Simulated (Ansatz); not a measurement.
# Tantalum, diamond under r²SCAN: structure, energy and stiffness, part 2 of 2

The plan for tantalum in the diamond structure: relax it, solve it on a dense k-mesh, switch on spin-orbit coupling, then scale the cell to 7 volumes from 88 to 112 % of the relaxed one and try a fit of the equation of state. The k-meshes are 9×9×9 for the relaxation; 15×15×15 for the dense run; 9×9×9 for spin-orbit coupling; 10×10×10 for the volumes.

Ansatz 0.2.0; DFT, r2SCAN, plane waves (500 eV) with PAW, scalar-relativistic.

## (6) Equation of state: 92 %

This is Ta in the diamond structure; at room conditions it is bcc.

The input, input.yaml:

```yaml
crystal:
  lattice:
    - [0.0, 2.9467549319, 2.9467549319]
    - [2.9467549319, 0.0, 2.9467549319]
    - [2.9467549319, 2.9467549319, 0.0]
  atoms:
    - { symbol: Ta, position: [0.125, 0.125, 0.125] }
    - { symbol: Ta, position: [0.875, 0.875, 0.875] }
hamiltonian:
  xc: r2scan
  pseudopotentials:
    kind: paw
    azcp:
      Ta: "pseudopotentials/Ta.paw.azcp"
basis:
  ecutwfc: 500
  fft_grid_basis: typed
kpoints:
  mp_grid: { grid: [10, 10, 10], shift: [0, 0, 0] }
magnetization:
  spin_polarized: false
scf:
  occupations: { method: fermi_dirac, width: 0.1 }
  lower_state_search: "off"
output:
  stress: true
```

Run with:

```
ansatz run input.yaml --threads 1 --pin off --max-ram 3584MiB --backend cpu --events-out ev --progress --plain --runs-dir out
```

Output (excerpt; [...] marks lines left out):

```text
[...]
Pseudopotentials: kind: paw
Pseudopotential: Ta, paw, valence charge 13, recommended cutoff 500 eV (meta_gga), <dir>
Functional definition: r2SCAN
[...]
Crystal: 2 atoms, lattice volume = 51.175 Å³
Basis set: ecut = 500 eV, 1291 PW (Γ), exchange–correlation on 128×128×128 points (64 copies of the dense FFT grid, shifted against one another)
Bands: 17, of which v1, the nominal top of the filled ones, is band 13 counted from 1 (12 counted from 0)
Symmetry: 48 space group operations
Space group: Fd-3m (ITA 227), of the structure as read, at distance tolerance 3.7e-5 Å
k-points: 47 of 1000
[...]
SCF iter   1: F=-19882.350714 eV  HF=-19882.316363 eV  |F-HF|=3.44e-2  |Δ(HF+E_count)|=         —  Δρ=5.88e-3  dr2=5.28e-3  dr2_τ=2.46e-2  ethr=1.77e-3  ⟨swp⟩=5.1  Hψ=4209  notcnv=0
[...]
SCF iter   7: F=-19882.352119 eV  HF=-19882.352119 eV  |F-HF|=3.59e-8  |Δ(HF+E_count)|=   3.24e-7  Δρ=1.13e-5  dr2=3.40e-8  dr2_τ=3.69e-9  ethr=3.85e-10  ⟨swp⟩=4.8  Hψ=2866  notcnv=0
[...]
SCF converged after 7 iterations
Free energy (F): -19882.352119 eV
[...]
E sigma→0 (E₀):  -19882.293902 eV
Entropy (-TS):   -0.116435 eV (-58.218 meV/atom)
Fermi energy:    11.815386 eV
[...]
--- Stress (GPa, compression-positive) ---
        6.527565      -0.000000      -0.000000
        0.000000       6.527565      -0.000000
        0.000000      -0.000000       6.527565
  P = ⅓ Tr σ = 6.5276 GPa (65.276 kbar)
```

Run time: 6.4 s. Hardware: 1 thread of Intel Xeon Platinum 8259CL at 2.50GHz (Skylake/Cascade Lake), shared host; peak memory 0.66 GiB.

## (7) Equation of state: 96 %

Changes to input.yaml since step 6:

```diff
@@ -2,5 +2,5 @@
   lattice:
-    - [0.0, 2.9467549319, 2.9467549319]
-    - [2.9467549319, 0.0, 2.9467549319]
-    - [2.9467549319, 2.9467549319, 0.0]
+    - [0.0, 2.9888571191, 2.9888571191]
+    - [2.9888571191, 0.0, 2.9888571191]
+    - [2.9888571191, 2.9888571191, 0.0]
   atoms:
```

Run with:

```
ansatz run input.yaml --threads 1 --pin off --max-ram 3584MiB --backend cpu --events-out ev --progress --plain --runs-dir out
```

Output (excerpt; [...] marks lines left out):

```text
[...]
[... 3 set-up lines as earlier in the session ...]
[...]
Crystal: 2 atoms, lattice volume = 53.401 Å³
Basis set: ecut = 500 eV, 1363 PW (Γ), exchange–correlation on 128×128×128 points (64 copies of the dense FFT grid, shifted against one another)
Bands: 17, of which v1, the nominal top of the filled ones, is band 13 counted from 1 (12 counted from 0)
[... 2 set-up lines as earlier in the session ...]
k-points: 47 of 1000
[...]
SCF iter   1: F=-19882.416211 eV  HF=-19882.387294 eV  |F-HF|=2.89e-2  |Δ(HF+E_count)|=         —  Δρ=5.58e-3  dr2=4.95e-3  dr2_τ=2.17e-2  ethr=1.77e-3  ⟨swp⟩=5.2  Hψ=4208  notcnv=0
[...]
SCF iter   7: F=-19882.417499 eV  HF=-19882.417499 eV  |F-HF|=4.53e-8  |Δ(HF+E_count)|=   3.25e-7  Δρ=1.29e-5  dr2=4.44e-8  dr2_τ=4.82e-9  ethr=3.85e-10  ⟨swp⟩=4.7  Hψ=2814  notcnv=0
[...]
SCF converged after 7 iterations
Free energy (F): -19882.417499 eV
[...]
E sigma→0 (E₀):  -19882.358195 eV
Entropy (-TS):   -0.118608 eV (-59.304 meV/atom)
Fermi energy:    11.163390 eV
[...]
--- Stress (GPa, compression-positive) ---
        2.986408      -0.000000       0.000000
       -0.000000       2.986408      -0.000000
       -0.000000       0.000000       2.986408
  P = ⅓ Tr σ = 2.9864 GPa (29.864 kbar)
```

Run time: 7.9 s. Hardware: 1 thread of Intel Xeon Platinum 8259CL at 2.50GHz (Skylake/Cascade Lake), shared host; peak memory 0.66 GiB.

## (8) Equation of state: 100 %

Changes to input.yaml since step 7:

```diff
@@ -2,5 +2,5 @@
   lattice:
-    - [0.0, 2.9888571191, 2.9888571191]
-    - [2.9888571191, 0.0, 2.9888571191]
-    - [2.9888571191, 2.9888571191, 0.0]
+    - [0.0, 3.0298054557, 3.0298054557]
+    - [3.0298054557, 0.0, 3.0298054557]
+    - [3.0298054557, 3.0298054557, 0.0]
   atoms:
```

Run with:

```
ansatz run input.yaml --threads 1 --pin off --max-ram 3584MiB --backend cpu --events-out ev --progress --plain --runs-dir out
```

Output (excerpt; [...] marks lines left out):

```text
[...]
[... 3 set-up lines as earlier in the session ...]
[...]
Crystal: 2 atoms, lattice volume = 55.626 Å³
Basis set: ecut = 500 eV, 1411 PW (Γ), exchange–correlation on 128×128×128 points (64 copies of the dense FFT grid, shifted against one another)
Bands: 17, of which v1, the nominal top of the filled ones, is band 13 counted from 1 (12 counted from 0)
[... 2 set-up lines as earlier in the session ...]
k-points: 47 of 1000
[...]
SCF iter   1: F=-19882.436308 eV  HF=-19882.411816 eV  |F-HF|=2.45e-2  |Δ(HF+E_count)|=         —  Δρ=5.41e-3  dr2=4.93e-3  dr2_τ=1.97e-2  ethr=1.77e-3  ⟨swp⟩=5.1  Hψ=4200  notcnv=0
[...]
SCF iter   7: F=-19882.437632 eV  HF=-19882.437632 eV  |F-HF|=5.54e-8  |Δ(HF+E_count)|=   3.40e-7  Δρ=1.40e-5  dr2=5.30e-8  dr2_τ=5.58e-9  ethr=3.85e-10  ⟨swp⟩=4.7  Hψ=2705  notcnv=0
[...]
SCF converged after 7 iterations
Free energy (F): -19882.437632 eV
[...]
E sigma→0 (E₀):  -19882.377086 eV
Entropy (-TS):   -0.121092 eV (-60.546 meV/atom)
Fermi energy:    10.569380 eV
[...]
--- Stress (GPa, compression-positive) ---
       -0.005659      -0.000000       0.000000
        0.000000      -0.005659      -0.000000
       -0.000000      -0.000000      -0.005659
  P = ⅓ Tr σ = -0.0057 GPa (-0.057 kbar)
```

It took 9.5 s on 1 thread of Intel Xeon Platinum 8259CL at 2.50GHz (Skylake/Cascade Lake), shared host; peak memory 0.67 GiB.

## (9) Equation of state: 104 %

Changes to input.yaml since step 8:

```diff
@@ -2,5 +2,5 @@
   lattice:
-    - [0.0, 3.0298054557, 3.0298054557]
-    - [3.0298054557, 0.0, 3.0298054557]
-    - [3.0298054557, 3.0298054557, 0.0]
+    - [0.0, 3.0696758892, 3.0696758892]
+    - [3.0696758892, 0.0, 3.0696758892]
+    - [3.0696758892, 3.0696758892, 0.0]
   atoms:
```

Run with:

```
ansatz run input.yaml --threads 1 --pin off --max-ram 3584MiB --backend cpu --events-out ev --progress --plain --runs-dir out
```

Output (excerpt; [...] marks lines left out):

```text
[...]
[... 3 set-up lines as earlier in the session ...]
[...]
Crystal: 2 atoms, lattice volume = 57.851 Å³
Basis set: ecut = 500 eV, 1459 PW (Γ), exchange–correlation on 128×128×128 points (64 copies of the dense FFT grid, shifted against one another)
Bands: 17, of which v1, the nominal top of the filled ones, is band 13 counted from 1 (12 counted from 0)
[... 1 set-up line as earlier in the session ...]
Space group: Fd-3m (ITA 227), of the structure as read, at distance tolerance 3.9e-5 Å
k-points: 47 of 1000
[...]
SCF iter   1: F=-19882.417986 eV  HF=-19882.397095 eV  |F-HF|=2.09e-2  |Δ(HF+E_count)|=         —  Δρ=5.34e-3  dr2=5.18e-3  dr2_τ=1.82e-2  ethr=1.77e-3  ⟨swp⟩=5.0  Hψ=4180  notcnv=0
[...]
SCF iter   7: F=-19882.419478 eV  HF=-19882.419478 eV  |F-HF|=6.36e-8  |Δ(HF+E_count)|=   3.24e-7  Δρ=1.45e-5  dr2=5.71e-8  dr2_τ=6.00e-9  ethr=3.85e-10  ⟨swp⟩=4.6  Hψ=2591  notcnv=0
[...]
SCF converged after 7 iterations
Free energy (F): -19882.419478 eV
[...]
E sigma→0 (E₀):  -19882.357377 eV
Entropy (-TS):   -0.124201 eV (-62.101 meV/atom)
Fermi energy:    10.025545 eV
[...]
--- Stress (GPa, compression-positive) ---
       -2.539624       0.000000       0.000000
       -0.000000      -2.539624      -0.000000
       -0.000000       0.000000      -2.539624
  P = ⅓ Tr σ = -2.5396 GPa (-25.396 kbar)
```

Run time: 6.9 s. Hardware: 1 thread of Intel Xeon Platinum 8259CL at 2.50GHz (Skylake/Cascade Lake), shared host; peak memory 0.66 GiB.

## (10) Equation of state: 108 %

Changes to input.yaml since step 9:

```diff
@@ -2,5 +2,5 @@
   lattice:
-    - [0.0, 3.0696758892, 3.0696758892]
-    - [3.0696758892, 0.0, 3.0696758892]
-    - [3.0696758892, 3.0696758892, 0.0]
+    - [0.0, 3.1085366715, 3.1085366715]
+    - [3.1085366715, 0.0, 3.1085366715]
+    - [3.1085366715, 3.1085366715, 0.0]
   atoms:
```

Run with:

```
ansatz run input.yaml --threads 1 --pin off --max-ram 3584MiB --backend cpu --events-out ev --progress --plain --runs-dir out
```

Output (excerpt; [...] marks lines left out):

```text
[...]
[... 3 set-up lines as earlier in the session ...]
[...]
Crystal: 2 atoms, lattice volume = 60.076 Å³
Basis set: ecut = 500 eV, 1471 PW (Γ), exchange–correlation on 144×144×144 points (64 copies of the dense FFT grid, shifted against one another)
Bands: 17, of which v1, the nominal top of the filled ones, is band 13 counted from 1 (12 counted from 0)
[... 2 set-up lines as earlier in the session ...]
k-points: 47 of 1000
[...]
SCF iter   1: F=-19882.367076 eV  HF=-19882.349093 eV  |F-HF|=1.80e-2  |Δ(HF+E_count)|=         —  Δρ=5.34e-3  dr2=5.75e-3  dr2_τ=1.73e-2  ethr=1.77e-3  ⟨swp⟩=5.0  Hψ=4190  notcnv=0
[...]
SCF iter   7: F=-19882.368874 eV  HF=-19882.368874 eV  |F-HF|=6.69e-8  |Δ(HF+E_count)|=   2.96e-7  Δρ=1.43e-5  dr2=5.63e-8  dr2_τ=5.79e-9  ethr=3.85e-10  ⟨swp⟩=4.4  Hψ=2560  notcnv=0
[...]
SCF converged after 7 iterations
Free energy (F): -19882.368874 eV
[...]
E sigma→0 (E₀):  -19882.304870 eV
Entropy (-TS):   -0.128008 eV (-64.004 meV/atom)
Fermi energy:    9.525450 eV
[...]
--- Stress (GPa, compression-positive) ---
       -4.691417       0.000000       0.000000
        0.000000      -4.691417       0.000000
       -0.000000      -0.000000      -4.691417
  P = ⅓ Tr σ = -4.6914 GPa (-46.914 kbar)
```

Wall time 9.2 s (1 thread of Intel Xeon Platinum 8259CL at 2.50GHz (Skylake/Cascade Lake), shared host); peak memory 0.73 GiB.

## (11) Equation of state: 112 %

Changes to input.yaml since step 10:

```diff
@@ -2,5 +2,5 @@
   lattice:
-    - [0.0, 3.1085366715, 3.1085366715]
-    - [3.1085366715, 0.0, 3.1085366715]
-    - [3.1085366715, 3.1085366715, 0.0]
+    - [0.0, 3.1464493917, 3.1464493917]
+    - [3.1464493917, 0.0, 3.1464493917]
+    - [3.1464493917, 3.1464493917, 0.0]
   atoms:
```

Run with:

```
ansatz run input.yaml --threads 1 --pin off --max-ram 3584MiB --backend cpu --events-out ev --progress --plain --runs-dir out
```

Output (excerpt; [...] marks lines left out):

```text
[...]
[... 3 set-up lines as earlier in the session ...]
[...]
Crystal: 2 atoms, lattice volume = 62.301 Å³
Basis set: ecut = 500 eV, 1591 PW (Γ), exchange–correlation on 144×144×144 points (64 copies of the dense FFT grid, shifted against one another)
Bands: 17, of which v1, the nominal top of the filled ones, is band 13 counted from 1 (12 counted from 0)
[... 1 set-up line as earlier in the session ...]
Space group: Fd-3m (ITA 227), of the structure as read, at distance tolerance 4.0e-5 Å
k-points: 47 of 1000
[...]
SCF iter   1: F=-19882.288373 eV  HF=-19882.272663 eV  |F-HF|=1.57e-2  |Δ(HF+E_count)|=         —  Δρ=5.40e-3  dr2=6.74e-3  dr2_τ=1.66e-2  ethr=1.77e-3  ⟨swp⟩=5.0  Hψ=4172  notcnv=0
[...]
SCF iter   7: F=-19882.290722 eV  HF=-19882.290722 eV  |F-HF|=6.34e-8  |Δ(HF+E_count)|=   2.69e-7  Δρ=1.33e-5  dr2=5.03e-8  dr2_τ=5.17e-9  ethr=3.85e-10  ⟨swp⟩=4.4  Hψ=2558  notcnv=0
[...]
SCF converged after 7 iterations
Free energy (F): -19882.290722 eV
[...]
E sigma→0 (E₀):  -19882.224362 eV
Entropy (-TS):   -0.132719 eV (-66.359 meV/atom)
Fermi energy:    9.063709 eV
[...]
--- Stress (GPa, compression-positive) ---
       -6.514808      -0.000000       0.000000
        0.000000      -6.514808       0.000000
        0.000000       0.000000      -6.514808
  P = ⅓ Tr σ = -6.5148 GPa (-65.148 kbar)
```

Wall time 10 s (1 thread of Intel Xeon Platinum 8259CL at 2.50GHz (Skylake/Cascade Lake), shared host); peak memory 0.73 GiB.

## (12) Energy and pressure against volume

All volumes keep the relaxed shape and fractional coordinates.

```csv
V (Å³/atom),E − E₀ (meV/atom),P from the stress (GPa),P from the fit (GPa)
24.475,100.4,10.75,10.61
25.588,41.6,6.53,6.45
26.700,9.5,2.99,2.91
27.813,0.0,-0.01,-0.10
28.925,9.9,-2.54,-2.66
30.038,36.1,-4.69,-4.84
31.150,76.4,-6.51,-6.70
```

Fit (Birch-Murnaghan, third order): V₀ = 27.771 Å³/atom, B₀ = 70 GPa, B₀′ = 3.0, largest residual 0.01 meV/atom.

Fit and stress differ a little: one follows E(σ → 0), the other the smeared free energy.

## (13) Summary of results

The summary covers parts 1 to 2.

```
                      quantity                               value
space group (spins left aside)                     Fd-3m (No. 227)
             conventional cell                         a = 6.060 Å
                        volume                      27.813 Å³/atom
             shortest distance                             2.624 Å
               gap on the mesh        none (levels filled in part)
               relative to bcc                      +3130 meV/atom
 highest ELF outside the cores  0.46, 1.39 Å from the nearest atom
                   V₀, B₀, B₀′         27.771 Å³/atom, 70 GPa, 3.0
```

What this shows: From the guessed start the volume grew by 14.1 % in 5 steps. It lies 3130 meV/atom above the element's reference form at the same level (bcc, from a run of its own), so it is far from stable. Levels at the Fermi energy are filled in part, as in a metal. Totals with and without spin-orbit coupling (+23.9 eV/atom apart) can't be read as binding, since the two-component data shift the zero of energy. The fitted modulus is 70 GPa. The symmetry was held, so the structure may be unstable against distortions that break it.
